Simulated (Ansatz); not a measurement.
# Sb monolayer: modes against biaxial strain in the plane of the sheet

Wanted: the shifts of the zone-centre modes of Sb monolayer with strain.

Method: DFT PBE, scalar-relativistic, plane waves, PAW; PAW set soft_1, in Ansatz 0.2.0.

## 1. Starting point

The cell holds 2 atoms: 2 Sb. Cell: a = 4.120 Å, b = 4.120 Å, c = 27.080 Å, α = 90.0°, β = 90.0°, γ = 120.0°. Vacuum lies along c. The height across the vacuum is the one that the program set for its solve, not the one typed.

## 2. Bringing the structure to rest

Harmonic phonons are second derivatives at a point where the forces vanish, and they are wanted at zero stress, so atoms and cell are relaxed first. The program lengthens the typed cell of 20.0 Å along the normal to 27.1 Å, as its cut-off of the electrostatics needs, and moves no atom.

Contents of input.yaml:

```yaml
crystal:
  lattice:
    - [4.12, 0.0, 0.0]
    - [-2.06, 3.56802, 0.0]
    - [0.0, 0.0, 20.0]
  atoms:
    - { symbol: Sb, position: [0.333333, 0.666667, 0.541] }
    - { symbol: Sb, position: [0.666667, 0.333333, 0.459] }
  periodic: [true, true, false]
kpoints:
  mp_grid: { grid: [9, 9, 1] }
hamiltonian:
  xc: pbe
  pseudopotentials: { kind: paw, azcp: { folder: soft_1 } }
scf:
  occupations: { method: gaussian, width: 0.02 }
output:
  forces: true
  stress: true
  eigenvalues: true
  write_density: true
  write_potential: true
  elf: true
  volumetric_format: npy
relax:
  adjacent_minimum: "off"
  f_tol: 0.005
  max_steps: 80
  cell: { stress_2d_tol: 0.02 }
```

Started as:

```
$ ansatz run input.yaml --threads 4 --pin off --max-ram 16384MiB --backend cpu --events-out ev --progress --plain --runs-dir out
```

Numbers of over 12 decimals in the logs are rounded to 6 here.

The program printed:

```text
Warning: crystal.periodic: the lattice vector that does not repeat stood 0.000° off the slab's normal, 20.000 Å along it as the deck builds it. The run solves the slab on a vector along the normal, 27.080 Å long, with every atom where it was (on the deck's vector they left 18.36 Å outside them, and the widest stretch free of ions among them is 1.64 Å). A fractional position that the run reports is one of the run's ce [...]
Warning: the atoms were moved onto the symmetric positions of the space group found under crystal.symmetry.tolerance 1.0e-5 (fractional; no operation is sought that the atoms, as they stand in a round, miss by more than twice it, and no atom is moved by as much as it), and the run uses the moved positions. Before a round's move an operation carried an atom to 4.12e-6 Å from where it should land, the largest such dist [...]
crystal.periodic: the lattice vector that does not repeat stood 0.000° off the slab's normal, 20.000 Å along it as the deck builds it. The run solves the slab on a vector along the normal, 27.080 Å long, with every atom where it was (on the deck's vector they left 18.36 Å outside them, and the widest stretch free of ions among them is 1.64 Å). A fractional position that the run reports is one of the run's cell, which [...]
Engine: ansatz 0.2.0, aarch64-unknown-linux-gnu
Pseudopotentials: kind: paw
Pseudopotential: Sb, paw, valence charge 15, recommended cutoff 420 eV (normal), soft_1/Sb.paw.azcp
Functional definition: PBE
  parameter kappa = 0.804
  parameter beta = 0.066725
  exchange = pbe_x(kappa = kappa, mu = beta*pi^2/3)
  correlation = pbe_c(beta = beta)
Crystal: 2 atoms, lattice volume = 398.083 Å³
Basis set: ecut = 420 eV, 7687 PW (Γ), exchange–correlation on 60×60×384 points (8 copies of the dense FFT grid, shifted against one another)
Bands: 19, of which v1, the nominal top of the filled ones, is band 15 counted from 1 (14 counted from 0)
Symmetry: 12 space group operations
Space group: P-3m1 (ITA 164), of the structure as read, at distance tolerance 7.4e-5 Å
k-points: 12 of 81
Non-local potential: Sb, projectors of the file, l = 0: 2, l = 1: 2, l = 2: 2, l = 3: 1
PAW form: soft (Blöchl's): semilocal exchange-correlation on the pseudo side does not see the compensation charge
PAW one-centre angular grid: Sb, 590 points (default); XC on 64 Gauss nodes
Initial density: superposition of atomic densities (neutral atoms: chi_scale 0, normalization atom)
Initial wavefunctions: pseudopotential atomic-orbital guess
Functional: x = pbe(κ = 0.804, μ = 0.219515), c = pbe(β = 0.066725)
iter 1 solved again at ethr=7.94e-4 eV; its pass at ethr=3.10e-3 eV (dr2=2.38e-1 eV) is discarded
SCF iter   1: F=—  HF=-12969.021536 eV  |F-HF|=—  |Δ(HF+E_count)|=         —  Δρ=7.59e-3  dr2=2.39e-1  ethr=7.94e-4  ⟨swp⟩=1.9  Hψ=2183  notcnv=0
preconditioner: auto → Resta (q_TF=auto, 1.773 Å⁻¹)  ε∞=1.5  [insulator: Δε(μ)=1.377 eV  Ē_g=7.966 eV  σ=0.020 eV  W_gap=1.00  n_scr=20 (ndim 8)  ℏωp=5.9 eV  f_vac=0.768  D(μ)=0.00/eV (n_scr^D=0)  ε∞_Penn≈1.5  vacuum switching on, ρ_ref=4.6e-3 e/Å³]
SCF iter   2: F=—  HF=-12968.994674 eV  |F-HF|=—  |Δ(HF+E_count)|=   2.69e-2  Δρ=3.97e-3  dr2=5.73e-2  ethr=7.94e-4  ⟨swp⟩=2.9  Hψ=321  notcnv=0
SCF iter   3: F=—  HF=-12968.991909 eV  |F-HF|=—  |Δ(HF+E_count)|=   2.77e-3  Δρ=5.31e-4  dr2=5.52e-4  ethr=1.91e-4  ⟨swp⟩=4.4  Hψ=498  notcnv=0  defer=1
SCF iter   4: F=—  HF=-12968.991921 eV  |F-HF|=—  |Δ(HF+E_count)|=   1.29e-5  Δρ=1.08e-4  dr2=5.92e-5  ethr=1.84e-6  ⟨swp⟩=2.9  Hψ=513  notcnv=0
SCF iter   5: F=—  HF=-12968.991964 eV  |F-HF|=—  |Δ(HF+E_count)|=   4.26e-5  Δρ=3.83e-5  dr2=6.24e-6  ethr=1.97e-7  ⟨swp⟩=3.9  Hψ=480  notcnv=0
SCF iter   6: F=—  HF=-12968.991967 eV  |F-HF|=—  |Δ(HF+E_count)|=   2.63e-6  Δρ=1.11e-5  dr2=6.12e-7  ethr=2.08e-8  ⟨swp⟩=2.5  Hψ=307  notcnv=0
SCF iter   7: F=-12968.991967 eV  HF=-12968.991967 eV  |F-HF|=3.86e-9  |Δ(HF+E_count)|=   2.17e-7  Δρ=1.55e-6  dr2=1.07e-8  ethr=3.33e-10  ⟨swp⟩=17.9  Hψ=2289  notcnv=0
SCF 1 converged in 7 iterations: F = -12968.991967 eV  dr2 = 1.07e-8
  greatest PAW one-centre occupation: 0.996 electrons in one spin orbital (limit 2), on the Sb atom at site 1 (counted from 0), in its partial waves of l = 2
relax step   1: F+E_penalty+E_count = -12968.99196693 eV  Δ(F+E_penalty+E_count) = +0.000e0 eV  max|allowed force component| = 4.751e-2 eV/Å  Δτ_max = 0.0000 Å  P = -0.008 N/m  Ω = 398.083 Å³  fix = [c, alpha, beta]  reactions: c -0.000 N/m  (7 SCF iters, dr2 threshold 1.00e-7 eV, accepted)
Crystal: 2 atoms, lattice volume = 398.786 Å³
Initial density: handed on by an earlier stage of this run
Initial wavefunctions: those handed on with the density
iter 1 solved again at ethr=1.20e-6 eV; its pass at ethr=3.10e-3 eV (dr2=3.59e-4 eV) is discarded
SCF iter   1: F=—  HF=-12968.991539 eV  |F-HF|=—  |Δ(HF+E_count)|=         —  Δρ=2.08e-4  dr2=3.66e-4  ethr=1.20e-6  ⟨swp⟩=4.0  Hψ=1815  notcnv=0
preconditioner: auto → Resta (q_TF=auto, 1.773 Å⁻¹)  ε∞=1.6  [insulator: Δε(μ)=1.345 eV  Ē_g=7.875 eV  σ=0.020 eV  W_gap=1.00  n_scr=20 (ndim 8)  ℏωp=5.9 eV  f_vac=0.777  D(μ)=0.00/eV (n_scr^D=0)  ε∞_Penn≈1.6  vacuum switching on, ρ_ref=4.5e-3 e/Å³]
SCF iter   2: F=—  HF=-12968.991426 eV  |F-HF|=—  |Δ(HF+E_count)|=   1.13e-4  Δρ=1.10e-4  dr2=3.33e-5  ethr=1.20e-6  ⟨swp⟩=3.0  Hψ=467  notcnv=0
SCF iter   3: F=—  HF=-12968.991460 eV  |F-HF|=—  |Δ(HF+E_count)|=   3.47e-5  Δρ=3.62e-5  dr2=3.30e-6  ethr=1.11e-7  ⟨swp⟩=2.0  Hψ=289  notcnv=0
iter 4 did not close the SCF: its close was put off until two iterations running show no level that it waits for move by more than its bar (scf_convergence_deferred on its scf_iter line)
SCF iter   4: F=-12968.991460 eV  HF=-12968.991460 eV  |F-HF|=7.36e-9  |Δ(HF+E_count)|=   4.11e-7  Δρ=3.94e-6  dr2=7.23e-8  ethr=4.70e-10  ⟨swp⟩=15.2  Hψ=2438  notcnv=0
SCF iter   5: F=-12968.991460 eV  HF=-12968.991460 eV  |F-HF|=1.03e-9  |Δ(HF+E_count)|=   1.64e-8  Δρ=8.08e-7  dr2=2.43e-9  ethr=2.41e-10  ⟨swp⟩=9.1  Hψ=1587  notcnv=0
SCF 2 converged in 5 iterations: F = -12968.991460 eV  dr2 = 2.43e-9
  greatest PAW one-centre occupation: 0.995 electrons in one spin orbital (limit 2), on the Sb atom at site 1 (counted from 0), in its partial waves of l = 2
relax step   2: F+E_penalty+E_count = -12968.99145991 eV  Δ(F+E_penalty+E_count) = +5.070e-4 eV  max|allowed force component| = 1.069e-1 eV/Å  Δτ_max = 0.0094 Å  P = +0.083 N/m  Ω = 398.786 Å³  energy of the carried Pulay correction = -1.204e-5 eV  fix = [c, alpha, beta]  (5 SCF iters, dr2 threshold 1.41e-7 eV, rejected (line search))
Crystal: 2 atoms, lattice volume = 398.469 Å³
iter 1 solved again at ethr=5.37e-7 eV; its pass at ethr=3.10e-3 eV (dr2=1.61e-4 eV) is discarded
SCF iter   1: F=—  HF=-12968.992119 eV  |F-HF|=—  |Δ(HF+E_count)|=         —  Δρ=1.39e-4  dr2=1.63e-4  ethr=5.37e-7  ⟨swp⟩=3.7  Hψ=1696  notcnv=0
preconditioner: auto → Resta (q_TF=auto, 1.773 Å⁻¹)  ε∞=1.6  [insulator: Δε(μ)=1.313 eV  Ē_g=7.859 eV  σ=0.020 eV  W_gap=1.00  n_scr=20 (ndim 8)  ℏωp=5.9 eV  f_vac=0.776  D(μ)=0.00/eV (n_scr^D=0)  ε∞_Penn≈1.6  vacuum switching on, ρ_ref=4.5e-3 e/Å³]
SCF iter   2: F=—  HF=-12968.992071 eV  |F-HF|=—  |Δ(HF+E_count)|=   4.78e-5  Δρ=7.42e-5  dr2=1.51e-5  ethr=5.37e-7  ⟨swp⟩=3.2  Hψ=420  notcnv=0
SCF iter   3: F=—  HF=-12968.992069 eV  |F-HF|=—  |Δ(HF+E_count)|=   2.35e-6  Δρ=2.44e-5  dr2=1.60e-6  ethr=5.03e-8  ⟨swp⟩=2.0  Hψ=285  notcnv=0
SCF iter   4: F=—  HF=-12968.992107 eV  |F-HF|=—  |Δ(HF+E_count)|=   3.81e-5  Δρ=2.85e-6  dr2=3.04e-8  ethr=5.33e-9  ⟨swp⟩=2.5  Hψ=333  notcnv=0
SCF iter   5: F=—  HF=-12968.992107 eV  |F-HF|=—  |Δ(HF+E_count)|=  9.09e-10  Δρ=6.08e-7  dr2=2.68e-9  ethr=1.01e-10  ⟨swp⟩=2.9  Hψ=451  notcnv=0
SCF iter   6: F=—  HF=-12968.992107 eV  |F-HF|=—  |Δ(HF+E_count)|=  1.38e-10  Δρ=1.61e-7  dr2=7.39e-11  ethr=8.93e-12  ⟨swp⟩=3.5  Hψ=461  notcnv=0
SCF iter   7: F=-12968.992107 eV  HF=-12968.992107 eV  |F-HF|=2.18e-11  |Δ(HF+E_count)|=  1.18e-10  Δρ=1.81e-8  dr2=2.03e-12  ethr=1.00e-12  ⟨swp⟩=9.6  Hψ=1665  notcnv=0
SCF 3 converged in 7 iterations: F = -12968.992107 eV  dr2 = 2.03e-12
relax step   3: F+E_penalty+E_count = -12968.99210674 eV  Δ(F+E_penalty+E_count) = -1.398e-4 eV  max|allowed force component| = 8.569e-4 eV/Å  Δτ_max = 0.0031 Å  P = +0.012 N/m  Ω = 398.469 Å³  energy of the carried Pulay correction = -6.628e-6 eV  fix = [c, alpha, beta]  reactions: c +0.000 N/m  (7 SCF iters, accepted)
Initial wavefunctions: pseudopotential atomic-orbital guess (no wavefunctions were taken with the density)
iter 1 solved again at ethr=1.19e-6 eV; its pass at ethr=3.10e-3 eV (dr2=3.58e-4 eV) is discarded
SCF iter   1: F=—  HF=-12968.992078 eV  |F-HF|=—  |Δ(HF+E_count)|=         —  Δρ=2.45e-6  dr2=1.79e-8  ethr=1.19e-6  ⟨swp⟩=5.0  Hψ=2648  notcnv=0
eigensolver tolerance schedule: the retry pair's looser diagonalisation over-reported the residual by 20041.44 of it (diagonalisation noise at an unbounded share of the residual, at the tolerance the schedule requests for it); recorded, not acted on — ethr = c·dr2/N_el stays at c = 1.0e-1
preconditioner: auto → Resta (q_TF=auto, 1.773 Å⁻¹)  ε∞=1.6  [insulator: Δε(μ)=1.310 eV  Ē_g=7.857 eV  σ=0.020 eV  W_gap=1.00  n_scr=20 (ndim 8)  ℏωp=5.9 eV  f_vac=0.776  D(μ)=0.00/eV (n_scr^D=0)  ε∞_Penn≈1.6  vacuum switching on, ρ_ref=4.5e-3 e/Å³]
SCF iter   2: F=—  HF=-12968.992114 eV  |F-HF|=—  |Δ(HF+E_count)|=   3.61e-5  Δρ=2.08e-6  dr2=1.84e-8  ethr=5.95e-11  ⟨swp⟩=6.3  Hψ=852  notcnv=0
SCF iter   3: F=—  HF=-12968.992114 eV  |F-HF|=—  |Δ(HF+E_count)|=   5.86e-8  Δρ=1.16e-6  dr2=4.83e-9  ethr=5.95e-11  ⟨swp⟩=2.0  Hψ=408  notcnv=0
SCF iter   4: F=—  HF=-12968.992115 eV  |F-HF|=—  |Δ(HF+E_count)|=   3.95e-7  Δρ=1.26e-7  dr2=4.30e-11  ethr=1.61e-11  ⟨swp⟩=2.2  Hψ=411  notcnv=0
SCF iter   5: F=—  HF=-12968.992115 eV  |F-HF|=—  |Δ(HF+E_count)|=   7.44e-8  Δρ=1.76e-8  dr2=3.53e-12  ethr=1.00e-12  ⟨swp⟩=3.1  Hψ=438  notcnv=0
SCF iter   6: F=-12968.992115 eV  HF=-12968.992115 eV  |F-HF|=1.74e-9  |Δ(HF+E_count)|=   6.06e-9  Δρ=1.40e-8  dr2=6.62e-13  ethr=1.00e-12  ⟨swp⟩=11.8  Hψ=1545  notcnv=0
SCF 4 converged in 6 iterations: F = -12968.992115 eV  dr2 = 6.62e-13
relax step   4: F+E_penalty+E_count = -12968.99211491 eV  Δ(F+E_penalty+E_count) = -8.165e-6 eV  max|allowed force component| = 8.486e-4 eV/Å  Δτ_max = 0.0000 Å  P = +0.012 N/m  Ω = 398.469 Å³  fix = [c, alpha, beta]  reactions: c +0.000 N/m  stress off target by 1.17e-2 N/m on what of the cell is left free  SCF on the basis re-selected at this cell (its energy is not comparable with the rows above)  (6 SCF iters)
basis re-selected at this cell: Δ(F+E_penalty+E_count) = -8.165e-6 eV, ΔP = +0.000 N/m vs the last step (what re-selecting the basis moved, of the pressure what is left beyond the Pulay correction that the steps carried, after the strain that the cell walked since its last selection, with what the two solves' SCF thresholds leave and, on support functions, any second-order correction that the steps lacked; it is no m [...]
SCF converged after 6 iterations
Free energy (F): -12968.992115 eV
Harris-Foulkes:  -12968.992115 eV  (|F-HF|=1.74e-9)
Internal energy: -12968.992115 eV  (E = F + TS)
E sigma→0 (E₀):  -12968.992115 eV
Fermi energy:    -4.187288 eV
--- Per-component energies (eV) ---
  E_band       = -757.876129
  E_kinetic    = 323.805168
  E_local      = -34692.694049  (includes V_loc(G=0)·N_el)
  E_nonlocal   = 779.330092
  E_hartree    = 16862.626900
  E_xc         = -196.391445
  E_vxc        = -179.612962  (∫ρ·V_xc dr)
  E_paw        = -9087.136949  (= ΣΔE_a)
  E_vpaw       = -713.958505  (= ΣTr[D̂ρ^β])
  E_aug_tail   = 0.000277  (compensation charges beyond the density's cutoff)
  E_ewald      = 13041.467891
  E_smearing   = -0.000000  (= −TS)
  E_closure    = 0.000000  (closes the sum)
  Σ components = -12968.992115   (vs F -12968.992115, Δ=0.00e0)
--- Forces (eV/Å), atoms counted from 1 ---
  atom   1  Sb     0.00000000    -0.00000000     0.00084861
  atom   2  Sb     0.00000000     0.00000000    -0.00084861
  max |Σ_I F_I| component: 3.70e-17 eV/Å
--- 2D stress c σ (N/m, compression-positive) ---
        0.011717       0.000000       0.000000
        0.000000       0.011717       0.000000
        0.000000       0.000000       0.000000
  P = ½ c Tr σ = 0.0117 N/m
--- Band table (eV; the first three rows and the last of 12) ---
  k-point 0: bands = [... 11 lower, -11.1358, -5.4186, -4.8421, -4.8421, -3.2537, -2.0487, -2.0487, -0.5314]
  k-point 1: bands = [... 11 lower, -11.1360, -5.9158, -5.3679, -5.1225, -2.7592, -1.9956, -1.7826, -0.3596]
  k-point 2: bands = [... 11 lower, -11.2456, -7.1998, -5.6535, -5.3345, -3.3551, -1.3984 (-1.3984°), -1.3417, -0.0375]
  k-point 11: bands = [... 11 lower, -13.2924, -8.3260, -6.6203, -6.6203, -3.3049, -1.2325, -1.2325, 1.8076]
  ° read free of the cell's end (the report's vacuum.weakly_bound_levels)
--- Relaxed structure (3 steps of the walk, 2 accepted, 1 SCFs on fresh bases) ---
  F+E_penalty+E_count = -12968.99211491 eV   max|allowed force component| = 8.486e-4 eV/Å   (the final SCF, on the basis selected at the relaxed cell)
  cell:  # Å, volume = 398.4693 Å³
    - [4.121998, 0, 0]
    - [-2.060999, 3.569755, 0]
    - [0, 0, 27.080000]
  atoms:
    - { symbol: Sb, position: [0.333333, 0.666667, 0.399442] }
    - { symbol: Sb, position: [0.666667, 0.333333, 0.339110] }
```

The job ended after 7.7 s (4 threads of Arm Neoverse V1, shared host; peak memory 0.66 GiB).

Little changed from the start: no atom moved by 0.005 Å and no cell edge by 0.1 %.

This step gave:

```
gap on the k-mesh : 1.310 eV
area per atom     : 7.357 Å²
```

Valence density in the ac plane at fractional y = 0.333, with atoms of Sb within 0.2 Å of it. It is the smooth field of the valence electrons, not physical close to the nuclei.

Values in units of 1e0 e/Å³, 24 rows by 14 columns, each cell a mean:
```
0.0 0.0 0.0 0.0 0.0 0.0 0.0 0.0 0.0 0.0 0.0 0.0 0.0 0.0
0.0 0.0 0.0 0.0 0.0 0.0 0.0 0.0 0.0 0.0 0.0 0.0 0.0 0.0
0.0 0.0 0.0 0.0 0.0 0.0 0.0 0.0 0.0 0.0 0.0 0.0 0.0 0.0
0.0 0.0 0.0 0.0 0.0 0.0 0.0 0.0 0.0 0.0 0.0 0.0 0.0 0.0
0.0 0.0 0.0 0.0 0.0 0.0 0.0 0.0 0.0 0.0 0.0 0.0 0.0 0.0
0.0 0.0 0.0 0.0 0.0 0.0 0.0 0.0 0.0 0.0 0.0 0.0 0.0 0.0
0.0 0.0 0.0 0.0 0.0 0.0 0.0 0.0 0.0 0.0 0.0 0.0 0.0 0.0
0.0 0.0 0.0 0.0 0.0 0.0 0.0 0.0 0.0 0.0 0.0 0.0 0.0 0.0
0.0 0.0 0.0 0.0 0.0 0.0 0.0 0.0 0.0 0.0 0.0 0.0 0.0 0.0
0.0 0.0 0.0 0.0 0.0 0.0 0.0 0.0 0.0 0.0 0.0 0.0 0.0 0.0
0.0 0.0 0.0 0.0 0.0 0.0 0.0 0.0 0.0 0.0 0.0 0.0 0.0 0.0
0.0 0.0 0.0 0.0 0.0 0.0 0.0 0.0 0.0 0.0 0.0 0.0 0.0 0.0
0.0 0.0 0.0 0.0 0.0 0.0 0.0 0.0 0.0 0.0 0.0 0.0 0.0 0.0
0.1 0.1 0.1 0.1 0.1 0.1 0.0 0.0 0.0 0.0 0.0 0.0 0.0 0.1
0.2 0.2 0.2 0.2 0.2 0.2 0.2 0.2 0.2 0.2 0.2 0.2 0.2 0.2
0.2 0.1 0.1 0.1 0.2 0.3 0.6 1.9 6.1 9.0 7.1 3.3 0.8 0.3
0.1 0.0 0.0 0.0 0.1 0.1 0.3 0.7 2.1 3.0 2.4 1.2 0.4 0.2
0.0 0.0 0.0 0.0 0.0 0.0 0.0 0.0 0.0 0.1 0.1 0.0 0.0 0.0
0.0 0.0 0.0 0.0 0.0 0.0 0.0 0.0 0.0 0.0 0.0 0.0 0.0 0.0
0.0 0.0 0.0 0.0 0.0 0.0 0.0 0.0 0.0 0.0 0.0 0.0 0.0 0.0
0.0 0.0 0.0 0.0 0.0 0.0 0.0 0.0 0.0 0.0 0.0 0.0 0.0 0.0
0.0 0.0 0.0 0.0 0.0 0.0 0.0 0.0 0.0 0.0 0.0 0.0 0.0 0.0
0.0 0.0 0.0 0.0 0.0 0.0 0.0 0.0 0.0 0.0 0.0 0.0 0.0 0.0
0.0 0.0 0.0 0.0 0.0 0.0 0.0 0.0 0.0 0.0 0.0 0.0 0.0 0.0
```
Columns run along a (4.1 Å), rows up along c (27.1 Å). Atoms in or near the plane, at fractional coordinates: Sb at (0.67, 0.34).

ELF in the ac plane at fractional y = 0.333, with atoms of Sb within 0.2 Å of it. It is the smooth field of the valence electrons, not physical close to the nuclei.

Ten even steps from '0' (0.00) to '9' (0.78), each cell a mean:
```
00000000000000
00000000000000
00000000000000
00000000000000
00000000000000
00000000000000
00000000000000
00000000000000
00000000000000
00000000000000
00000000000000
00000000000000
23442100000001
67887521000024
66556654333456
64346653111246
52014787555678
20001478999975
00000011232210
00000000000000
00000000000000
00000000000000
00000000000000
00000000000000
```
Columns run along a (4.1 Å), rows up along c (27.1 Å). Atoms in or near the plane, at fractional coordinates: Sb at (0.67, 0.34).

Electrostatic potential energy in the ac plane at fractional y = 0.333, with atoms of Sb within 0.2 Å of it. With pseudopotentials it is smooth inside the atoms' cores, unlike the true potential.

Ten even steps from '_' (-19 eV) to '@' (0 eV), each cell a mean:
```
@@@@@@@@@@@@@@@@@@@@@@@@@@@@
@@@@@@@@@@@@@@@@@@@@@@@@@@@@
@@@@@@@@@@@@@@@@@@@@@@@@@@@@
@@@@@@@@@@@@@@@@@@@@@@@@@@@@
@@@@@@@@@@@@@@@@@@@@@@@@@@@@
@@@@@@@@@@@@@@@@@@@@@@@@@@@@
@@@@@@@@@@@@@@@@@@@@@@@@@@@@
@@@@@@@@@@@@@@@@@@@@@@@@@@@@
@@@@@@@@@@@@@@@@@@@@@@@@@@@@
@@@@@@@@@@@@@@@@@@@@@@@@@@@@
@@@@@@@@@@@@@@@@@@@@@@@@@@@@
@@@@@@@@@@@@@@@@@@@@@@@@@@@@
@@@@@@@@@@@@@@@@@@@@@@@@@@@@
%%%%##%%%%%%@@@@@@@@@@@@@@@@
****++++**######********####
##%%%%%%##**..____________==
%%@@@@@@%%##==--......::==**
@@@@@@@@@@@@@@@@@@@@@@@@@@@@
@@@@@@@@@@@@@@@@@@@@@@@@@@@@
@@@@@@@@@@@@@@@@@@@@@@@@@@@@
@@@@@@@@@@@@@@@@@@@@@@@@@@@@
@@@@@@@@@@@@@@@@@@@@@@@@@@@@
@@@@@@@@@@@@@@@@@@@@@@@@@@@@
@@@@@@@@@@@@@@@@@@@@@@@@@@@@
```
Columns run along a (4.1 Å; values clipped at the 3rd and 97th percentile), rows up along c (27.1 Å). Atoms in or near the plane, at fractional coordinates: Sb at (0.67, 0.34).

## 3. Tight relaxation

Phonons need small forces and stress, so the relaxation is finished with tight tolerances on 9×9×1 k points.

Contents of input.yaml:

```yaml
crystal:
  lattice:
    - [4.1219981202, 0.0, 0.0]
    - [-2.0609990601, 3.5697550865, 0.0]
    - [0.0, 0.0, 27.08]
  atoms:
    - { symbol: Sb, position: [0.3333333333, 0.6666666667, 0.399442123] }
    - { symbol: Sb, position: [0.6666666667, 0.3333333333, 0.3391103142] }
  periodic: [true, true, false]
kpoints:
  mp_grid: { grid: [9, 9, 1] }
hamiltonian:
  xc: pbe
  pseudopotentials: { kind: paw, azcp: { folder: soft_1 } }
scf:
  occupations: { method: fixed }
output:
  forces: true
  stress: true
  eigenvalues: true
relax:
  adjacent_minimum: "off"
  f_tol: 0.001
  max_steps: 60
  cell: { stress_2d_tol: 0.002 }
```

The program printed:

```text
[...]
Crystal: 2 atoms, lattice volume = 398.469 Å³
Basis set: ecut = 420 eV, 7687 PW (Γ), exchange–correlation on 60×60×384 points (8 copies of the dense FFT grid, shifted against one another)
Bands: 19, of which v1, the nominal top of the filled ones, is band 15 counted from 1 (14 counted from 0)
Symmetry: 12 space group operations
[...]
k-points: 12 of 81
[...]
° read free of the cell's end (the report's vacuum.weakly_bound_levels)
--- Relaxed structure (4 steps of the walk, 4 accepted, 1 SCFs on fresh bases) ---
[...]
cell:  # Å, volume = 398.7128 Å³
    - [4.123258, 0, 0]
    - [-2.061629, 3.570846, 0]
    - [0, 0, 27.08]
  atoms:
    - { symbol: Sb, position: [0.333333, 0.666667, 0.399437] }
    - { symbol: Sb, position: [0.666667, 0.333333, 0.339115] }
[key lines of the parts left out:]
SCF converged after 8 iterations
Free energy (F): -12968.992117 eV
Fermi energy:    -4.845032 eV
P = ½ c Tr σ = -0.0013 N/m
```

It took 8.2 s on 4 threads; peak memory 0.66 GiB; 30 s of CPU time.

Little changed from the start: no atom moved by 0.005 Å and no cell edge by 0.1 %.

Numbers from this step:

```yaml
gap_on_the_k_mesh: 1.313 eV
area_per_atom: 7.362 Å²
```

The largest force component left is 0.70 meV/Å, within the tolerances set.

(Part 1 of 2 ends here.)

[Logs are printed without paths, hosts, clocks, repeated set-up lines and the standing remarks that a program may print on its own settings, such as how far it seeks lower states.]

[Hosts, paths, dates, database ids (printed as entryN), source tags and the programs' standing remarks are cut or masked in the printed files.]
